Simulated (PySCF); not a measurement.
Cartesian coordinates in Å; atom numbers follow the order of the lines, from 1:
```xyz
10

C    -1.063    0.470   -0.100
C     0.046   -0.558   -0.172
C     1.378   -0.058    0.312
O     1.588    1.058    0.705
H    -2.012    0.059   -0.472
H    -0.813    1.359   -0.696
H    -1.217    0.810    0.935
H    -0.188   -1.468    0.412
H     0.203   -0.929   -1.203
H     2.203   -0.819    0.283
```

[PySCF: structure optimised with PBE0-D3(BJ)/def2-SVP; σ from GIAO-PBE0/pcSseg-1; couplings computed with B3LYP/pcJ-1 (without the spin–dipole term); non-relativistic Hamiltonian; single conformer; no solvent; averaged over atoms made equivalent by symmetry, fast rotation or ring inversion]

Problem. Predict the 2D correlation tables (HSQC, COSY, HMBC).

Solution. 

HSQC (one-bond C–H):
```tsv
δH	δC	¹J(C,H) (Hz)
9.88 (H10)	204.1 (C3)	173
2.29 (H8/H9)	41.9 (C2)	129
1.02 (H5/H6/H7)	7.0 (C1)	135
```

COSY cross peaks (|J| ≥ 2 Hz):
```tsv
δH	δH	abs. J (Hz)	bonds
2.29 (H8/H9)	1.02 (H5/H6/H7)	8.0	3
```

HMBC (two and three bonds, |J| ≥ 2.5 Hz):
```tsv
δH	δC [abs. J in Hz]
9.88 (H10)	41.9 (C2) [28.8], 7.0 (C1) [3.6]
2.29 (H8/H9)	204.1 (C3) [5.5], 7.0 (C1) [2.9]
1.02 (H5/H6/H7)	204.1 (C3) [5.5], 41.9 (C2) [3.7]
```

Chemical shifts δ = σref − σ; ¹H (σref 31.27) and ¹³C (σref 184.41) against TMS, all at this level.

Unscaled 3J(H,H) at this level run about 10 % above measured values. Shifts are as computed. Against solution values, carbons near 30 ppm lie about +2 ppm off and those near 130 ppm about +5 ppm. Of 1211 compounds with measured shifts, 218 miss one by over three times the rms of a fit or turn the order of signals round; such compounds aren't used in these exercises. Couplings across =CH–CH2 type bonds come from one rotamer and its mirror image, and can be 1–2 Hz further off.
